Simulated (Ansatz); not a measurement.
Write an Ansatz input for a full relaxation of cell and atoms of ZnF2 with PBEsol (scalar-relativistic), a cutoff of 420 eV (density cutoff 4 times that), a Γ-centred 6×6×10 mesh and Gaussian smearing of 0.05 eV, without spin polarisation. Stop at forces under 0.01 eV/Å and stress under 0.04 GPa, or after 60 steps. Forces, stress and eigenvalues are wanted. The structure:
```
CELL_PARAMETERS angstrom
4.7467926254 0.0000000000 0.0000000000
0.0000000000 4.7467926254 0.0000000000
0.0000000000 0.0000000000 3.1622410330
ATOMIC_POSITIONS crystal
Zn 0.0000000000 0.0000000000 0.0000000000
Zn 0.5000000000 0.5000000000 0.5000000000
F 0.3035000000 0.3035000000 0.0000000000
F 0.1965000000 0.8035000000 0.5000000000
F 0.6965000000 0.6965000000 0.0000000000
F 0.8035000000 0.1965000000 0.5000000000
```

```yaml
crystal:
  lattice:
    - [4.7467926254, 0.0, 0.0]
    - [0.0, 4.7467926254, 0.0]
    - [0.0, 0.0, 3.162241033]
  atoms:
    - { symbol: Zn, position: [0.0, 0.0, 0.0] }
    - { symbol: Zn, position: [0.5, 0.5, 0.5] }
    - { symbol: F, position: [0.3035, 0.3035, 0.0] }
    - { symbol: F, position: [0.1965, 0.8035, 0.5] }
    - { symbol: F, position: [0.6965, 0.6965, 0.0] }
    - { symbol: F, position: [0.8035, 0.1965, 0.5] }
basis:
  ecutwfc: 420
  ecutrho_ratio: 4
kpoints:
  mp_grid: { grid: [6, 6, 10] }
hamiltonian:
  xc: pbesol
scf:
  occupations: { method: gaussian, width: 0.05 }
output:
  forces: true
  stress: true
  eigenvalues: true
relax:
  f_tol: 0.01
  max_steps: 60
  cell: { stress_tol: 0.04 }
```

Launched as:
```sh
ansatz run input.yaml --threads 4 --pin off --max-ram 7168MiB --backend cpu --events-out ev --progress --plain --runs-dir out
```

Run as written, it has 52 valence electrons, 1395 plane waves at Γ (in the final cell), 16 symmetry operations and 60 irreducible k-points; it took 45 SCF iterations in all. Cost: 28 s on 4 threads of Arm Neoverse N1 (shared host), peak memory 0.45 GiB.

The chain of runs began from a measured cell (COD), expanded in volume.
